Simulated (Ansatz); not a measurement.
## Ag(111) with 4 layers of random Ag-Ru, 2x2: scattering by chemical disorder

Aim: the residual resistivity of a random alloy, from Ag(111) with 4 layers of random Ag-Ru, 2x2 and longer regions.

Calculated with Ansatz 0.2.0; Ansatz plane-wave DFT, PBE, PAW files; ballistic transport by layer matching (Landauer), zero bias; PAW set soft_1.

## Step 1: The starting structure

The cell holds 40 atoms: 32 Ag and 8 Ru. Its edges and angles: a = 5.779 Å, b = 5.779 Å, c = 23.651 Å, α = 93.5°, β = 86.5°, γ = 120.0°. It derives from Ag. Regions: lead, 24 atoms (24 Ag); scattering region, 16 atoms (8 Ru and 8 Ag). The structure is stacked along c, and the current runs across the ab planes.

## Step 2: With 4 alloy layers

In 4 layers a share of 0.5 of the sites is given to Ru at random. The layers about the cell's end stay perfect and serve as the lead. Disorder leaves little or no symmetry, which makes such runs dear. Energies from -0.05 to 0.05 eV in steps of 0.05 eV are too few for the program's thermal sum, so it prints no conductance; for a metal the transmission near the Fermi level serves, at a fraction of the cost.

Input file input.yaml:

```yaml
crystal:
  lattice:
    - [5.7787594586, 0.0, 0.0]
    - [-2.8893797293, 5.0045524935, 0.0]
    - [1.4446898646, -0.8340920822, 23.5916866996]
  atoms:
    - { symbol: Ag, position: [0.9916666667, 0.0083333333, 0.05] }
    - { symbol: Ag, position: [0.9916666667, 0.5083333333, 0.05] }
    - { symbol: Ag, position: [0.4916666667, 0.0083333333, 0.05] }
    - { symbol: Ag, position: [0.4916666667, 0.5083333333, 0.05] }
    - { symbol: Ag, position: [0.1416666667, 0.3583333333, 0.15] }
    - { symbol: Ag, position: [0.1416666667, 0.8583333333, 0.15] }
    - { symbol: Ag, position: [0.6416666667, 0.3583333333, 0.15] }
    - { symbol: Ag, position: [0.6416666667, 0.8583333333, 0.15] }
    - { symbol: Ag, position: [0.2916666667, 0.2083333333, 0.25] }
    - { symbol: Ag, position: [0.2916666667, 0.7083333333, 0.25] }
    - { symbol: Ag, position: [0.7916666667, 0.2083333333, 0.25] }
    - { symbol: Ag, position: [0.7916666667, 0.7083333333, 0.25] }
    - { symbol: Ru, position: [0.9416666667, 0.0583333333, 0.35] }
    - { symbol: Ag, position: [0.9416666667, 0.5583333333, 0.35] }
    - { symbol: Ag, position: [0.4416666667, 0.0583333333, 0.35] }
    - { symbol: Ag, position: [0.4416666667, 0.5583333333, 0.35] }
    - { symbol: Ru, position: [0.0916666667, 0.4083333333, 0.45] }
    - { symbol: Ag, position: [0.0916666667, 0.9083333333, 0.45] }
    - { symbol: Ru, position: [0.5916666667, 0.4083333333, 0.45] }
    - { symbol: Ru, position: [0.5916666667, 0.9083333333, 0.45] }
    - { symbol: Ru, position: [0.2416666667, 0.2583333333, 0.55] }
    - { symbol: Ag, position: [0.2416666667, 0.7583333333, 0.55] }
    - { symbol: Ag, position: [0.7416666667, 0.2583333333, 0.55] }
    - { symbol: Ag, position: [0.7416666667, 0.7583333333, 0.55] }
    - { symbol: Ru, position: [0.8916666667, 0.1083333333, 0.65] }
    - { symbol: Ru, position: [0.8916666667, 0.6083333333, 0.65] }
    - { symbol: Ag, position: [0.3916666667, 0.1083333333, 0.65] }
    - { symbol: Ru, position: [0.3916666667, 0.6083333333, 0.65] }
    - { symbol: Ag, position: [0.0416666667, 0.4583333333, 0.75] }
    - { symbol: Ag, position: [0.0416666667, 0.9583333333, 0.75] }
    - { symbol: Ag, position: [0.5416666667, 0.4583333333, 0.75] }
    - { symbol: Ag, position: [0.5416666667, 0.9583333333, 0.75] }
    - { symbol: Ag, position: [0.1916666667, 0.3083333333, 0.85] }
    - { symbol: Ag, position: [0.1916666667, 0.8083333333, 0.85] }
    - { symbol: Ag, position: [0.6916666667, 0.3083333333, 0.85] }
    - { symbol: Ag, position: [0.6916666667, 0.8083333333, 0.85] }
    - { symbol: Ag, position: [0.8416666667, 0.1583333333, 0.95] }
    - { symbol: Ag, position: [0.8416666667, 0.6583333333, 0.95] }
    - { symbol: Ag, position: [0.3416666667, 0.1583333333, 0.95] }
    - { symbol: Ag, position: [0.3416666667, 0.6583333333, 0.95] }
kpoints:
  mp_grid: { grid: [4, 4, 1] }
hamiltonian:
  xc: pbe
  pseudopotentials: { kind: paw, azcp: { folder: soft_1 } }
scf:
  occupations: { method: fermi_dirac, width: 0.1 }
output:
  transmission: { leads: [[0, 4]], kmesh: [8, 8], e_range: [-0.05, 0.05], de: 0.05 }
  write_potential: true
  write_density: true
  volumetric_format: npy
```

On the command line:

```
> ansatz run input.yaml --threads 4 --pin off --max-ram 15360MiB --backend cpu --events-out ev --progress --plain --runs-dir out
```

Numbers of over 12 decimals in the logs are rounded to 6 here.

What it wrote:

```text
Engine: ansatz 0.2.0, aarch64-unknown-linux-gnu
Pseudopotentials: kind: paw
Pseudopotential: Ag, paw, valence charge 19, recommended cutoff 420 eV (normal), soft_1/Ag.paw.azcp
Pseudopotential: Ru, paw, valence charge 16, recommended cutoff 420 eV (normal), soft_1/Ru.paw.azcp
Functional definition: PBE
  parameter kappa = 0.804
  parameter beta = 0.066725
  exchange = pbe_x(kappa = kappa, mu = beta*pi^2/3)
  correlation = pbe_c(beta = beta)
Crystal: 40 atoms, lattice volume = 682.274 Å³
Basis set: ecut = 420 eV, 13363 PW (Γ)
Bands: 442, of which v1, the nominal top of the filled ones, is band 368 counted from 1 (367 counted from 0)
Symmetry: 1 space group operations
Space group: P1 (ITA 1), of the structure as read, at distance tolerance 8.8e-5 Å
k-points: 10 of 16 (time reversal used)
Non-local potential: Ag, projectors of the file, l = 0: 3, l = 1: 2, l = 2: 2, l = 3: 1
Non-local potential: Ru, projectors of the file, l = 0: 3, l = 1: 2, l = 2: 2, l = 3: 1
PAW form: soft (Blöchl's): semilocal exchange-correlation on the pseudo side does not see the compensation charge
PAW one-centre angular grid: Ag, 590 points (default); XC on 64 Gauss nodes
PAW one-centre angular grid: Ru, 590 points (default); XC on 64 Gauss nodes
Initial density: superposition of atomic densities (chi_scale 0.1, normalization cell, long waves of neutral atoms (reshape's long-wave potential 6.24 eV rms, cloud 2.91 Å wide))
Initial wavefunctions: pseudopotential atomic-orbital guess
Functional: x = pbe(κ = 0.804, μ = 0.219515), c = pbe(β = 0.066725)
SCF iter   1: F=—  HF=-289933.965375 eV  |F-HF|=—  |Δ(HF+E_count)|=         —  Δρ=9.71e-2  dr2=1.51e2  ethr=3.10e-3  ⟨swp⟩=4.0  Hψ=13031  notcnv=0  defer=155
preconditioner: auto → Kerker (q_TF=auto, 2.763 Å⁻¹)  [metal: Δε(μ)=0.013 eV  Ē_g=8.973 eV  σ=0.100 eV  W_gap=0.03  n_scr=254 (ndim 8)  ℏωp=29.0 eV  f_vac=0.000  D(μ)=22.74/eV (n_scr^D=164)]
SCF iter   2: F=—  HF=-289921.569490 eV  |F-HF|=—  |Δ(HF+E_count)|=    1.24e1  Δρ=4.76e-2  dr2=3.23e1  ethr=3.10e-3  ⟨swp⟩=2.6  Hψ=8167  notcnv=0  defer=416
SCF iter   3: F=—  HF=-289917.926942 eV  |F-HF|=—  |Δ(HF+E_count)|=    3.64e0  Δρ=9.92e-3  dr2=8.49e0  ethr=3.10e-3  ⟨swp⟩=2.0  Hψ=4850  notcnv=0  defer=416
SCF iter   4: F=—  HF=-289917.896095 eV  |F-HF|=—  |Δ(HF+E_count)|=   3.08e-2  Δρ=4.42e-3  dr2=1.84e0  ethr=1.15e-3  ⟨swp⟩=1.0  Hψ=5090  notcnv=0  defer=416
SCF iter   5: F=—  HF=-289917.871053 eV  |F-HF|=—  |Δ(HF+E_count)|=   2.50e-2  Δρ=1.65e-3  dr2=2.89e-1  ethr=2.50e-4  ⟨swp⟩=1.0  Hψ=3967  notcnv=0  defer=416
SCF iter   6: F=—  HF=-289917.862031 eV  |F-HF|=—  |Δ(HF+E_count)|=   9.02e-3  Δρ=5.63e-4  dr2=4.33e-2  ethr=3.93e-5  ⟨swp⟩=1.0  Hψ=3967  notcnv=0  defer=416
SCF iter   7: F=—  HF=-289917.861177 eV  |F-HF|=—  |Δ(HF+E_count)|=   8.54e-4  Δρ=3.14e-4  dr2=5.86e-3  ethr=5.89e-6  ⟨swp⟩=1.0  Hψ=3967  notcnv=0  defer=416
SCF iter   8: F=—  HF=-289917.861097 eV  |F-HF|=—  |Δ(HF+E_count)|=   8.07e-5  Δρ=8.76e-5  dr2=1.01e-4  ethr=7.96e-7  ⟨swp⟩=1.0  Hψ=3967  notcnv=0  defer=416
SCF iter   9: F=—  HF=-289917.861020 eV  |F-HF|=—  |Δ(HF+E_count)|=   7.69e-5  Δρ=2.70e-5  dr2=9.75e-6  ethr=1.37e-8  ⟨swp⟩=2.4  Hψ=6390  notcnv=0  defer=416
SCF iter  10: F=—  HF=-289917.861210 eV  |F-HF|=—  |Δ(HF+E_count)|=   1.91e-4  Δρ=9.86e-6  dr2=1.40e-6  ethr=1.32e-9  ⟨swp⟩=1.3  Hψ=4296  notcnv=0  defer=418
SCF iter  11: F=—  HF=-289917.861210 eV  |F-HF|=—  |Δ(HF+E_count)|=   1.10e-7  Δρ=3.26e-6  dr2=2.75e-7  ethr=1.90e-10  ⟨swp⟩=1.5  Hψ=4620  notcnv=0  defer=418
SCF iter  12: F=-289917.861210 eV  HF=-289917.861210 eV  |F-HF|=5.12e-8  |Δ(HF+E_count)|=   1.34e-8  Δρ=1.17e-6  dr2=5.50e-8  ethr=1.36e-11  ⟨swp⟩=8.2  Hψ=15652  notcnv=0
SCF 1 converged in 12 iterations: F = -289917.861210 eV  dr2 = 5.50e-8
  greatest PAW one-centre occupation: 1.002 electrons in one spin orbital (limit 2), on the Ag atom at site 17 (counted from 0), in its partial waves of l = 0
transmission: 120 of 1156 steps passed
transmission: 240 of 1156 steps passed
[...]
transmission: 1156 of 1156 steps passed
SCF converged after 12 iterations
Free energy (F): -289917.861210 eV
Harris-Foulkes:  -289917.861210 eV  (|F-HF|=5.12e-8)
Internal energy: -289916.773567 eV  (E = F + TS)
E sigma→0 (E₀):  -289917.317389 eV
Entropy (-TS):   -1.087643 eV (-27.191 meV/atom)
Fermi energy:    17.171518 eV
--- Per-component energies (eV) ---
  E_band       = -8662.786276
  E_kinetic    = 18601.597400
  E_local      = -81841.794069  (includes V_loc(G=0)·N_el)
  E_nonlocal   = 4336.942550
  E_hartree    = 38330.470658
  E_xc         = -6430.672253
  E_vxc        = -8136.398317  (∫ρ·V_xc dr)
  E_paw        = -154580.648215  (= ΣΔE_a)
  E_vpaw       = -18284.072794  (= ΣTr[D̂ρ^β])
  E_aug_tail   = 0.017723  (compensation charges beyond the density's cutoff)
  E_ewald      = -108332.687361
  E_smearing   = -1.087643  (= −TS)
  E_closure    = -0.000000  (closes the sum)
  Σ components = -289917.861210   (vs F -289917.861210, Δ=0.00e0)
--- Band table (eV; the first three rows and the last of 10) ---
  k-point 0: bands = [... 364 lower, 17.3966, 17.4045, 17.4325, 17.4620, 17.5094, 17.5561, 17.5726, 17.5988, ... 70 higher]
  k-point 1: bands = [... 364 lower, 17.0284, 17.1106, 17.1583, 17.2296, 17.2634, 17.3137, 17.3586, 17.3867, ... 70 higher]
  k-point 2: bands = [... 364 lower, 16.7994, 16.8810, 16.9574, 17.0008, 17.0781, 17.1240, 17.1503, 17.2476, ... 70 higher]
  k-point 9: bands = [... 364 lower, 16.7995, 16.8379, 16.8648, 16.9570, 17.0097, 17.0477, 17.1231, 17.1509, ... 70 higher]
--- Transmission ---
  basis      : 253 plane waves across, 34 finite elements along
  points     : 34, standing for a mesh of 8 x 8
  energies   : 3 from -0.050000 to 0.050000 eV about the Fermi level, 0.050000 eV apart; the leads are filled to 0.000000 eV, and channels, transmission and decay are at 0.000000 eV
  crystal 0  : Ag4, at the sites [0, 4], period 2.3592 Å, over 14.16 Å; its Hamiltonian steps by up to 38.8 meV: too much for a lead, lay more layers or, if its atoms are ordered, name the step of that order
    offset         : up to 0.0000 Å between an atom of the period and one for which it stands
    channels       : 3.234375e0 a spin
    conductance    : none, the energies end too early or step too widely for 300 K: set another output.transmission.e_range or a lower de, or, where they end at an eighth of basis.ecutwfc, a higher one
  junction   : crystal 0 to crystal 0, 0.70 to 21.93 Å
    transmission   : 1.277789e0 a spin
    conductance    : none, the energies end too early or step too widely for 300 K: set another output.transmission.e_range or a lower de, or, where they end at an eighth of basis.ecutwfc, a higher one
```

Run time: 7.9 min. Hardware: 4 threads of Arm Neoverse V1, shared host; peak memory 6 GiB.

Reading the cycles: dr2 is the Hartree energy of the density residual (eV), the measure of convergence; HF is the Harris–Foulkes estimate of the energy, which meets the free energy F at convergence.

Numbers from this step:

| Quantity | Value |
| --- | --- |
| free energy | -289917.8612 eV |
| energy at zero smearing | -289917.3174 eV |
| Fermi energy | 17.17 eV |
| cell area | 28.92 Å² |
| transmission per spin nearest the Fermi level | 1.278 |
| open channels per spin nearest the Fermi level | 3.234 |
| step of the lead's potential | 38.8 meV |

Per spin. Table of transmission, zone mean by energy, zero at the Fermi level:

| energy (eV) | transmission, zone mean |
| --- | --- |
| -0.0500 | 1.33 |
| 0.0000 | 1.28 |
| 0.0500 | 1.36 |

Per spin. Table of open channels, zone mean, lead by energy, zero at the Fermi level:

| energy (eV) | open channels, zone mean, lead |
| --- | --- |
| -0.0500 | 3.33 |
| 0.0000 | 3.23 |
| 0.0500 | 3.23 |

Transmission over k1 and k2. At 0.0000 eV from the Fermi level.

Values, 8 rows by 8 columns:
```
0.89 1.12 1.15 1.06 1.27 1.33 0.93 1.00
1.24 1.29 0.95 1.02 1.41 1.25 1.50 1.43
1.86 0.75 0.91 1.50 2.39 1.42 1.18 1.68
1.82 1.85 1.25 1.60 1.16 1.60 1.25 1.85
1.86 1.68 1.18 1.42 2.39 1.50 0.91 0.75
1.24 1.43 1.50 1.25 1.41 1.02 0.95 1.29
0.89 1.00 0.93 1.33 1.27 1.06 1.15 1.12
1.15 0.96 0.86 1.22 1.16 1.22 0.86 0.96
```
Columns: k1 (b1) from -0.5 to 0.375; rows upwards: k2 (b2) from -0.5 to 0.375.

Open channels over k1 and k2. At 0.0000 eV from the Fermi level.

Ten even steps from '_' (3.00) to '@' (4.00):
```
__@@____@@______
____@@__@@______
________________
@@@@@@______@@@@
________________
________@@__@@__
________@@____@@
@@______@@______
```
Columns: k1 (b1) from -0.5 to 0.375; rows upwards: k2 (b2) from -0.5 to 0.375.

Over the solved energies the transmission per spin lies between 1.28 and 1.36, out of 3.27 channels of the lead on average (up to 3.33). The log calls the step of a lead's potential too much.

## Step 3: With 8 alloy layers

In 8 layers a share of 0.5 of the sites is given to Ru at random. A fresh draw is used; the growth of the resistance with length is what counts.

System of this step: Ag(111) with 8 layers of random Ag-Ru, 2x2. The cell holds 56 atoms: 40 Ag and 16 Ru. Its edges and angles: a = 5.779 Å, b = 5.779 Å, c = 33.070 Å, α = 87.5°, β = 92.5°, γ = 120.0°. It derives from Ag. Regions: lead, 24 atoms (24 Ag); scattering region, 32 atoms (16 Ag and 16 Ru). The structure is stacked along c, and the current runs across the ab planes.

Input file input.yaml:

```yaml
crystal:
  lattice:
    - [5.7787594586, 0.0, 0.0]
    - [-2.8893797293, 5.0045524935, 0.0]
    - [-1.4446898646, 0.8340920822, 33.0283613795]
  atoms:
    - { symbol: Ag, position: [0.005952381, 0.994047619, 0.0357142857] }
    - { symbol: Ag, position: [0.005952381, 0.494047619, 0.0357142857] }
    - { symbol: Ag, position: [0.505952381, 0.994047619, 0.0357142857] }
    - { symbol: Ag, position: [0.505952381, 0.494047619, 0.0357142857] }
    - { symbol: Ag, position: [0.1845238095, 0.3154761905, 0.1071428571] }
    - { symbol: Ag, position: [0.1845238095, 0.8154761905, 0.1071428571] }
    - { symbol: Ag, position: [0.6845238095, 0.3154761905, 0.1071428571] }
    - { symbol: Ag, position: [0.6845238095, 0.8154761905, 0.1071428571] }
    - { symbol: Ag, position: [0.3630952381, 0.1369047619, 0.1785714286] }
    - { symbol: Ag, position: [0.3630952381, 0.6369047619, 0.1785714286] }
    - { symbol: Ag, position: [0.8630952381, 0.1369047619, 0.1785714286] }
    - { symbol: Ag, position: [0.8630952381, 0.6369047619, 0.1785714286] }
    - { symbol: Ag, position: [0.0416666667, 0.9583333333, 0.25] }
    - { symbol: Ag, position: [0.0416666667, 0.4583333333, 0.25] }
    - { symbol: Ag, position: [0.5416666667, 0.9583333333, 0.25] }
    - { symbol: Ru, position: [0.5416666667, 0.4583333333, 0.25] }
    - { symbol: Ru, position: [0.2202380952, 0.2797619048, 0.3214285714] }
    - { symbol: Ag, position: [0.2202380952, 0.7797619048, 0.3214285714] }
    - { symbol: Ru, position: [0.7202380952, 0.2797619048, 0.3214285714] }
    - { symbol: Ag, position: [0.7202380952, 0.7797619048, 0.3214285714] }
    - { symbol: Ru, position: [0.3988095238, 0.1011904762, 0.3928571429] }
    - { symbol: Ru, position: [0.3988095238, 0.6011904762, 0.3928571429] }
    - { symbol: Ag, position: [0.8988095238, 0.1011904762, 0.3928571429] }
    - { symbol: Ru, position: [0.8988095238, 0.6011904762, 0.3928571429] }
    - { symbol: Ag, position: [0.0773809524, 0.9226190476, 0.4642857143] }
    - { symbol: Ag, position: [0.0773809524, 0.4226190476, 0.4642857143] }
    - { symbol: Ag, position: [0.5773809524, 0.9226190476, 0.4642857143] }
    - { symbol: Ru, position: [0.5773809524, 0.4226190476, 0.4642857143] }
    - { symbol: Ru, position: [0.255952381, 0.244047619, 0.5357142857] }
    - { symbol: Ru, position: [0.255952381, 0.744047619, 0.5357142857] }
    - { symbol: Ru, position: [0.755952381, 0.244047619, 0.5357142857] }
    - { symbol: Ru, position: [0.755952381, 0.744047619, 0.5357142857] }
    - { symbol: Ag, position: [0.4345238095, 0.0654761905, 0.6071428571] }
    - { symbol: Ag, position: [0.4345238095, 0.5654761905, 0.6071428571] }
    - { symbol: Ru, position: [0.9345238095, 0.0654761905, 0.6071428571] }
    - { symbol: Ru, position: [0.9345238095, 0.5654761905, 0.6071428571] }
    - { symbol: Ru, position: [0.1130952381, 0.8869047619, 0.6785714286] }
    - { symbol: Ag, position: [0.1130952381, 0.3869047619, 0.6785714286] }
    - { symbol: Ag, position: [0.6130952381, 0.8869047619, 0.6785714286] }
    - { symbol: Ag, position: [0.6130952381, 0.3869047619, 0.6785714286] }
    - { symbol: Ag, position: [0.2916666667, 0.2083333333, 0.75] }
    - { symbol: Ag, position: [0.2916666667, 0.7083333333, 0.75] }
    - { symbol: Ru, position: [0.7916666667, 0.2083333333, 0.75] }
    - { symbol: Ru, position: [0.7916666667, 0.7083333333, 0.75] }
    - { symbol: Ag, position: [0.4702380952, 0.0297619048, 0.8214285714] }
    - { symbol: Ag, position: [0.4702380952, 0.5297619048, 0.8214285714] }
    - { symbol: Ag, position: [0.9702380952, 0.0297619048, 0.8214285714] }
    - { symbol: Ag, position: [0.9702380952, 0.5297619048, 0.8214285714] }
    - { symbol: Ag, position: [0.1488095238, 0.8511904762, 0.8928571429] }
    - { symbol: Ag, position: [0.1488095238, 0.3511904762, 0.8928571429] }
    - { symbol: Ag, position: [0.6488095238, 0.8511904762, 0.8928571429] }
    - { symbol: Ag, position: [0.6488095238, 0.3511904762, 0.8928571429] }
    - { symbol: Ag, position: [0.3273809524, 0.1726190476, 0.9642857143] }
    - { symbol: Ag, position: [0.3273809524, 0.6726190476, 0.9642857143] }
    - { symbol: Ag, position: [0.8273809524, 0.1726190476, 0.9642857143] }
    - { symbol: Ag, position: [0.8273809524, 0.6726190476, 0.9642857143] }
kpoints:
  mp_grid: { grid: [4, 4, 1] }
hamiltonian:
  xc: pbe
  pseudopotentials: { kind: paw, azcp: { folder: soft_1 } }
scf:
  occupations: { method: fermi_dirac, width: 0.1 }
output:
  transmission: { leads: [[0, 4]], kmesh: [8, 8], e_range: [-0.05, 0.05], de: 0.05 }
  write_potential: true
  write_density: true
  volumetric_format: npy
```

What it wrote:

```text
[...]
Crystal: 56 atoms, lattice volume = 955.184 Å³
Basis set: ecut = 420 eV, 18759 PW (Γ)
Bands: 610, of which v1, the nominal top of the filled ones, is band 508 counted from 1 (507 counted from 0)
Symmetry: 1 space group operations
[...]
k-points: 10 of 16 (time reversal used)
[...]
SCF iter   1: F=—  HF=-397688.252435 eV  |F-HF|=—  |Δ(HF+E_count)|=         —  Δρ=9.80e-2  dr2=1.61e2  ethr=3.10e-3  ⟨swp⟩=4.0  Hψ=17752  notcnv=0  defer=224
[...]
SCF iter  13: F=-397663.507551 eV  HF=-397663.507551 eV  |F-HF|=2.43e-8  |Δ(HF+E_count)|=   7.39e-9  Δρ=5.60e-7  dr2=2.51e-8  ethr=9.84e-12  ⟨swp⟩=2.0  Hψ=10759  notcnv=0
SCF 1 converged in 13 iterations: F = -397663.507551 eV  dr2 = 2.51e-8
[...]
transmission: 186 of 1802 steps passed
transmission: 363 of 1802 steps passed
[...]
transmission: 1802 of 1802 steps passed
SCF converged after 13 iterations
Free energy (F): -397663.507551 eV
[...]
Internal energy: -397661.662908 eV  (E = F + TS)
E sigma→0 (E₀):  -397662.585229 eV
Entropy (-TS):   -1.844643 eV (-32.940 meV/atom)
Fermi energy:    17.164307 eV
[...]
--- Band table (eV; the first three rows and the last of 10) ---
  k-point 0: bands = [... 504 lower, 17.4246, 17.4315, 17.4611, 17.5133, 17.5526, 17.5622, 17.5834, 17.6019, ... 98 higher]
  k-point 1: bands = [... 504 lower, 17.1462, 17.1596, 17.2034, 17.2560, 17.2807, 17.3127, 17.3451, 17.3696, ... 98 higher]
  k-point 2: bands = [... 504 lower, 16.8733, 16.9451, 16.9920, 17.0179, 17.0256, 17.0673, 17.1041, 17.1242, ... 98 higher]
  k-point 9: bands = [... 504 lower, 16.8816, 16.9110, 16.9364, 16.9895, 17.0312, 17.0589, 17.0935, 17.1640, ... 98 higher]
--- Transmission ---
  basis      : 253 plane waves across, 53 finite elements along
  points     : 34, standing for a mesh of 8 x 8
[...]
channels       : 3.234375e0 a spin
[...]
junction   : crystal 0 to crystal 0, 0.70 to 31.37 Å
    transmission   : 7.257249e-1 a spin
[...]
```

Run time: 14 min. Hardware: 4 threads; peak memory 9.8 GiB; 50 min of CPU time.

This step gave:

```yaml
free_energy: -397663.5076 eV
energy_at_zero_smearing: -397662.5852 eV
fermi_energy: 17.16 eV
transmission_per_spin_nearest_the_fermi_level: 0.7257
step_of_the_lead_s_potential: 40.6 meV
```

Per spin. The transmission, zone mean by energy, zero at the Fermi level:

| energy (eV) | transmission, zone mean |
| --- | --- |
| -0.0500 | 0.845 |
| 0.0000 | 0.726 |
| 0.0500 | 0.765 |

Over the solved energies the transmission per spin lies between 0.726 and 0.845, out of 3.27 channels of the lead on average (up to 3.33). The log calls the step of a lead's potential too much.

(Continued in part 2 of 2.)

[Logs are printed without paths, hosts, clocks, repeated set-up lines and the standing remarks that a program may print on its own settings, such as how far it seeks lower states.]

[Hosts, paths, dates, database ids (printed as entryN), source tags and the programs' standing remarks are cut or masked in the printed files.]
